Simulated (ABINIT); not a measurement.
# WC (Qusongite) (P-6m2) in ABINIT: notebook

The runs below take WC (Qusongite) through single point, relaxation of cell and atoms, with LDA, PBEsol.

Program: ABINIT 10.8.3 (patched build). These are calculated values, not measurements. Logs are shortened: lines on timing, memory, paths and dates and some standing lists are left out, and cuts for length are marked. The log counts tension as positive stress, the text compression.

### Step 1. The crystal as given

It takes space group P-6m2 (No. 187, hexagonal). The conventional cell has a = 2.907 Å, b = 2.907 Å, c = 2.837 Å, α = 90.00°, β = 90.00°, γ = 120.00°. Around W (site symmetry -6m2) lie 6 C at 2.20 Å. C (site symmetry -6m2) is surrounded by 6 W at 2.20 Å.

### Step 2. Single point, LDA

The input, run.abi:

```
# Pseudopotentials
pp_dirpath "./"
pseudos "W.upf, C.upf"

# Structure
acell 3*1.0
rprim
     5.4924889812     0.0000000000     0.0000000000
    -2.7462444906     4.7566349877     0.0000000000
     0.0000000000     0.0000000000     5.3603971251
ntypat 2
znucl 74 6
natom 2
typat 1 2
xred
     0.0000000000     0.0000000000     0.0000000000
     0.6666666667     0.3333333333     0.5000000000

# Plane-wave basis
ecut 31.0

# k points
kptopt 1
ngkpt 8 8 7
nshiftk 1
shiftk 0.0 0.0 0.0

# Exchange and correlation
ixc 7

# Bands and occupations
nband 13
occopt 3
tsmear 0.05 eV

# SCF cycle
nstep 100
tolvrs 1.0e-10

# Output
iomode 3
prtwf 0
prtden 0
prteig 0
prtebands 0
```

Potentials or basis: PseudoDojo NC SR LDA v0.4.1 standard.

The run is started by

```bash
mpirun --bind-to none -np 4 abinit run.abi > log 2>&1
```

run.abo:

```text
.Version 10.8.3 of ABINIT
 Symmetries : space group P-6 m 2 (#187); Bravais hP (primitive hexag.)
================================================================================
 Values of the parameters that define the memory need of the present run
     intxc =       0    ionmov =       0      iscf =       7    lmnmax =       8
     lnmax =       8     mgfft =      30  mpssoang =       4    mqgrid =    3001
     natom =       2  nloc_mem =       1    nspden =       1   nspinor =       1
    nsppol =       1      nsym =      12    n1xccc =    2501    ntypat =       2
    occopt =       3   xclevel =       1
       mpw =        1168          nfft =       27000          nkpt =          40
================================================================================
================================================================================

--------------------------------------------------------------------------------
------------- Echo of variables that govern the present computation ------------
--------------------------------------------------------------------------------
 -outvars: echo values of preprocessed input variables --------
            acell      1.0000000000E+00  1.0000000000E+00  1.0000000000E+00 Bohr
              amu      1.83850000E+02  1.20110000E+01
             ecut      3.10000000E+01 Hartree
              ixc           7
         kptrlatt        8    0    0      0    8    0      0    0    7
          kptrlen      3.75227799E+01
            natom           2
            nband          13
            ngfft          30      30      30
             nkpt          40
            nstep         100
             nsym          12
           ntypat           2
           occopt           3
           prtden           0
        prtebands           0
           prteig           0
            prtwf           0
            rprim      5.4924889812E+00  0.0000000000E+00  0.0000000000E+00
                      -2.7462444906E+00  4.7566349877E+00  0.0000000000E+00
                       0.0000000000E+00  0.0000000000E+00  5.3603971251E+00
          spgroup         187
           tolvrs      1.00000000E-10
           tsmear      1.83746611E-03 Hartree
            typat      1  2
           xangst      0.0000000000E+00  0.0000000000E+00  0.0000000000E+00
                       1.4532499990E+00  8.3903427812E-01  1.4182999990E+00
            xcart      0.0000000000E+00  0.0000000000E+00  0.0000000000E+00
                       2.7462444906E+00  1.5855449959E+00  2.6801985626E+00
             xred      0.0000000000E+00  0.0000000000E+00  0.0000000000E+00
                       6.6666666667E-01  3.3333333333E-01  5.0000000000E-01
            znucl       74.00000    6.00000

================================================================================

 chkinp: Checking input parameters for consistency.

================================================================================
== DATASET  1 ==================================================================

--- !DatasetInfo
iteration_state: {dtset: 1, }
dimensions: {natom: 2, nkpt: 40, mband: 13, nsppol: 1, nspinor: 1, nspden: 1, mpw: 1168, }
cutoff_energies: {ecut:  31.0, pawecutdg:  -1.0, }
electrons: {nelect:   1.80000000E+01, charge:   0.00000000E+00, occopt:   3.00000000E+00, tsmear:   1.83746611E-03, }
meta: {optdriver: 0, ionmov: 0, optcell: 0, iscf: 7, paral_kgb: 0, }
...

 Exchange-correlation functional for the present dataset will be:
  LDA: Perdew-Wang 92 LSD fit to Ceperley-Alder data - ixc=7
  J.P.Perdew and Y.Wang, PRB 45, 13244 (1992)

 Real(R)+Recip(G) space primitive vectors, cartesian coordinates (Bohr,Bohr^-1):
 R(1)=  5.4924890  0.0000000  0.0000000  G(1)=  0.1820668  0.1051163  0.0000000
 R(2)= -2.7462445  4.7566350  0.0000000  G(2)=  0.0000000  0.2102327  0.0000000
 R(3)=  0.0000000  0.0000000  5.3603971  G(3)=  0.0000000  0.0000000  0.1865533
 Unit cell volume ucvol=  1.4004448E+02 bohr^3
 Angles (23,13,12)=  9.00000000E+01  9.00000000E+01  1.20000000E+02 degrees

 getcut: wavevector=  0.0000  0.0000  0.0000  ngfft=  30  30  30
         ecut(hartree)=     31.000   => boxcut(ratio)=   2.18086

--- Pseudopotential description ------------------------------------------------
- pspini: atom type   1  psp file is ./W.upf
12 -1012 3 -1 1380                            pspcod,pspxc,lmax,lloc,mmax
     nproj     2     2     2     2

- pspini: atom type   2  psp file is ./C.upf
12 -1012 1 -1 1234                            pspcod,pspxc,lmax,lloc,mmax
     nproj     2     2     0     0

   2.81287878E+02                                ecore*ucvol(ha*bohr**3)
--------------------------------------------------------------------------------

================================================================================

--- !BeginCycle
iteration_state: {dtset: 1, }
solver: {iscf: 7, nstep: 100, nline: 4, wfoptalg: 0, }
tolerances: {tolvrs: 1.00E-10, }
...

     iter   Etot(hartree)      deltaE(h)  residm     vres2
 ETOT  1  -81.812808595339    -8.181E+01 2.371E-01 4.887E+02
 ETOT  2  -81.723003223150     8.981E-02 1.093E-01 8.813E+02
 ETOT  3  -81.974460743278    -2.515E-01 1.052E-02 6.536E-01
 ETOT  4  -81.974763365995    -3.026E-04 7.669E-03 5.387E-02
 ETOT  5  -81.974762887459     4.785E-07 7.885E-03 4.197E-02
 ETOT  6  -81.974774058389    -1.117E-05 1.548E-03 3.436E-03
 ETOT  7  -81.974775101865    -1.043E-06 1.198E-03 3.594E-06
 ETOT  8  -81.974775102862    -9.972E-10 3.855E-04 1.292E-07
 ETOT  9  -81.974775102883    -2.150E-11 1.958E-03 1.221E-08
 ETOT 10  -81.974775102888    -4.192E-12 2.511E-03 4.007E-11

 At SCF step   10       vres2   =  4.01E-11 < tolvrs=  1.00E-10 =>converged.

 Cartesian components of stress tensor (hartree/bohr^3)
  sigma(1 1)=  3.81621544E-04  sigma(3 2)=  0.00000000E+00
  sigma(2 2)=  3.81621544E-04  sigma(3 1)=  0.00000000E+00
  sigma(3 3)=  4.78959854E-04  sigma(2 1)=  0.00000000E+00

--- !ResultsGS
iteration_state: {dtset: 1, }
comment   : Summary of ground state results
lattice_vectors:
- [  5.4924890,   0.0000000,   0.0000000, ]
- [ -2.7462445,   4.7566350,   0.0000000, ]
- [  0.0000000,   0.0000000,   5.3603971, ]
lattice_lengths: [   5.49249,    5.49249,    5.36040, ]
lattice_angles: [ 90.000,  90.000, 120.000, ] # degrees, (23, 13, 12)
lattice_volume:   1.4004448E+02
convergence: {deltae: -4.192E-12, res2:  4.007E-11, residm:  2.511E-03, diffor: null, }
etotal    :  -8.19747751E+01
entropy   :   0.00000000E+00
fermie    :   6.36200450E-01
cartesian_stress_tensor: # hartree/bohr^3
- [  3.81621544E-04,   0.00000000E+00,   0.00000000E+00, ]
- [  0.00000000E+00,   3.81621544E-04,   0.00000000E+00, ]
- [  0.00000000E+00,   0.00000000E+00,   4.78959854E-04, ]
pressure_GPa:  -1.2182E+01
xred      :
- [  0.0000E+00,   0.0000E+00,   0.0000E+00,  W]
- [  6.6667E-01,   3.3333E-01,   5.0000E-01,  C]
cartesian_forces: # hartree/bohr
- [  9.80482704E-29,   5.66081953E-29,  -0.00000000E+00, ]
- [ -9.80482704E-29,  -5.66081953E-29,  -0.00000000E+00, ]
force_length_stats: {min:   1.13216391E-28, max:   1.13216391E-28, mean:   1.13216391E-28, }
...

 Integrated electronic density in atomic spheres:
 ------------------------------------------------
 Atom  Sphere_radius  Integrated_density
    1        2.00000         10.19594944
    2        2.00000          4.06439445
================================================================================

 ----iterations are completed or convergence reached----

 Mean square residual over all n,k,spin=   51.104E-07; max=  25.113E-04
 reduced coordinates (array xred) for    2 atoms
       0.000000000000      0.000000000000      0.000000000000
       0.666666666667      0.333333333333      0.500000000000
 rms dE/dt=  4.3971E-28; max dE/dt=  0.0000E+00; dE/dt below (all hartree)
    1      -0.000000000000      0.000000000000      0.000000000000
    2       0.000000000000      0.000000000000      0.000000000000

 cartesian coordinates (angstrom) at end:
    1      0.00000000000000     0.00000000000000     0.00000000000000
    2      1.45324999900754     0.83903427812236     1.41829999903425

 cartesian forces (hartree/bohr) at end:
    1      0.00000000000000     0.00000000000000    -0.00000000000000
    2     -0.00000000000000    -0.00000000000000    -0.00000000000000
 frms,max,avg= 6.5365514E-29 9.8048270E-29   0.000E+00  0.000E+00  0.000E+00 h/b

 cartesian forces (eV/Angstrom) at end:
    1      0.00000000000000     0.00000000000000    -0.00000000000000
    2     -0.00000000000000    -0.00000000000000    -0.00000000000000
 frms,max,avg= 3.3612299E-27 5.0418448E-27   0.000E+00  0.000E+00  0.000E+00 e/A
 length scales=  1.000000000000  1.000000000000  1.000000000000 bohr
              =  0.529177210544  0.529177210544  0.529177210544 angstroms
 Fermi (or HOMO) energy (hartree) =   0.63620   Average Vxc (hartree)=  -0.53021
 Eigenvalues (hartree) for nkpt=  40  k points:
 kpt#   1, nband= 13, wtk=  0.00223, kpt=  0.0000  0.0000  0.0000 (reduced coord)
  -2.08743   -0.76403   -0.75948   -0.75948    0.10452    0.47230    0.50817    0.50817
   0.63436    0.74779    0.74779    0.83619    0.83620
      occupation numbers for kpt#   1
   2.00000    2.00000    2.00000    2.00000    2.00000    2.00000    2.00000    2.00000
   1.46315    0.00000    0.00000    0.00000    0.00000
 prteigrs : prtvol=0 or 1, do not print more k-points.

--- !EnergyTerms
iteration_state     : {dtset: 1, }
comment             : Components of total free energy in Hartree
kinetic             :  2.44311916804767E+01
hartree             :  8.76642496449015E+00
xc                  : -1.86337674678141E+01
Ewald energy        : -6.60113243272677E+01
psp_core            :  2.00856102620628E+00
local_psp           : -4.50270758400361E+01
non_local_psp       :  1.24912795148786E+01
internal            : -8.19747104490662E+01
'-kT*entropy'       : -6.46538213408038E-05
total_energy        : -8.19747751028875E+01
total_energy_eV     : -2.23064726775210E+03
band_energy         : -4.39687733324535E+00
...

 Cartesian components of stress tensor (hartree/bohr^3)
  sigma(1 1)=  3.81621544E-04  sigma(3 2)=  0.00000000E+00
  sigma(2 2)=  3.81621544E-04  sigma(3 1)=  0.00000000E+00
  sigma(3 3)=  4.78959854E-04  sigma(2 1)=  0.00000000E+00

-Cartesian components of stress tensor (GPa)         [Pressure= -1.2182E+01 GPa]
- sigma(1 1)=  1.12276935E+01  sigma(3 2)=  0.00000000E+00
- sigma(2 2)=  1.12276935E+01  sigma(3 1)=  0.00000000E+00
- sigma(3 3)=  1.40914854E+01  sigma(2 1)=  0.00000000E+00

== END DATASET(S) ==============================================================
================================================================================

 -outvars: echo values of variables after computation  --------
            acell      1.0000000000E+00  1.0000000000E+00  1.0000000000E+00 Bohr
           etotal     -8.1974775103E+01
            fcart      9.8048270370E-29  5.6608195292E-29 -0.0000000000E+00
                      -9.8048270370E-29 -5.6608195292E-29 -0.0000000000E+00
            rprim      5.4924889812E+00  0.0000000000E+00  0.0000000000E+00
                      -2.7462444906E+00  4.7566349877E+00  0.0000000000E+00
                       0.0000000000E+00  0.0000000000E+00  5.3603971251E+00
           strten      3.8162154383E-04  3.8162154399E-04  4.7895985370E-04
                       0.0000000000E+00  0.0000000000E+00  0.0000000000E+00
           xangst      0.0000000000E+00  0.0000000000E+00  0.0000000000E+00
                       1.4532499990E+00  8.3903427812E-01  1.4182999990E+00
             xred      0.0000000000E+00  0.0000000000E+00  0.0000000000E+00
                       6.6666666667E-01  3.3333333333E-01  5.0000000000E-01
 Calculation completed.
```

Wall time 7.2 s (4 MPI ranks of Arm Neoverse V1, shared host); peak memory 0.24 GiB.

What came out:

| Property | Result |
| --- | --- |
| Free energy | -2230.6473 eV |
| Band gap on the k mesh | none (metal or under the smearing width) |
| Valence electrons inside the program's atomic spheres | W 10.20; C 4.06 |

Caveat: the cutoff is too short for stress, so the log's stress isn't used. Spin-orbit coupling is left out, which matters for the levels of W.

(Part 1 of 2 ends here.)
